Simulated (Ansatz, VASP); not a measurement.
**Two plane-wave programs on SnTe**

Contents of INCAR:

```
SYSTEM = SnTe
PREC     = Accurate       ! precision mode
ENCUT    = 520            ! plane-wave cutoff, eV
EDIFF    = 1E-6           ! SCF threshold, eV
ISMEAR   = 0              ! smearing method
SIGMA    = 0.05           ! smearing width, eV
LREAL    = .FALSE.        ! projectors in reciprocal space
LASPH    = .TRUE.         ! aspherical terms in the spheres
NELM     = 60             ! most SCF steps
ALGO     = Normal         ! electronic algorithm
ISIF     = 2              ! what is computed and relaxed
LWAVE    = .FALSE.        ! write WAVECAR
LCHARG   = .TRUE.         ! write CHGCAR
GGA      = PE             ! functional
LELF     = .TRUE.         ! ELF
LVHAR    = .TRUE.       
NBANDS   = 17             ! bands
```

The input KPOINTS:

```
regular mesh
0
G
  10 10 10
  0 0 0
```

File POSCAR:

```
SnTe
1.0
    0.0000000000      3.2051414516      3.2051414516
    3.2051414516      0.0000000000      3.2051414516
    3.2051414516      3.2051414516      0.0000000000
Sn Te
1 1
Direct
    0.5000000000      0.5000000000      0.5000000000
    0.0000000000      0.0000000000      0.0000000000
```

Input for Ansatz:

```yaml
crystal:
  lattice:
    - [0.0, 3.2051414516, 3.2051414516]
    - [3.2051414516, 0.0, 3.2051414516]
    - [3.2051414516, 3.2051414516, 0.0]
  atoms:
    - { symbol: Sn, position: [0.5, 0.5, 0.5] }
    - { symbol: Te, position: [0.0, 0.0, 0.0] }
basis:
  ecutwfc: 420
  ecutrho_ratio: 4
kpoints:
  mp_grid: { grid: [10, 10, 10] }
hamiltonian:
  xc: pbe
scf:
  occupations: { method: gaussian, width: 0.05 }
output:
  forces: true
  stress: true
  eigenvalues: true
```

Alike in both runs: task single point; functional PBE; k mesh 10 × 10 × 10; occupations gaussian, width 0.05 eV; no spin polarisation.

|  | VASP | Ansatz |
| --- | --- | --- |
| version | VASP 6.6.1 | Ansatz 0.2.0 |
| potentials or method | VASP PAW PBE potentials, release 64 (Sn_d, Te) | scalar-relativistic, plane waves, PAW |
| plane-wave cutoff (eV) | 520 | 420 |
| valence electrons in the cell | 20 | 30 |

```tsv
	VASP	Ansatz	Ansatz less VASP
gap on the k mesh at the Fermi level (eV)	0.05	0.05	+0.001
least direct gap on the mesh (eV)	0.05	0.05	+0.001
pressure (GPa)	-0.1	0.0	+0.07
```

With one functional, cell and mesh, what is left measures potentials, basis and numerics. The two sets of potentials don't hold the same shells in valence.

Caveats: spin-orbit coupling is left out, which moves the levels of the heavy elements.
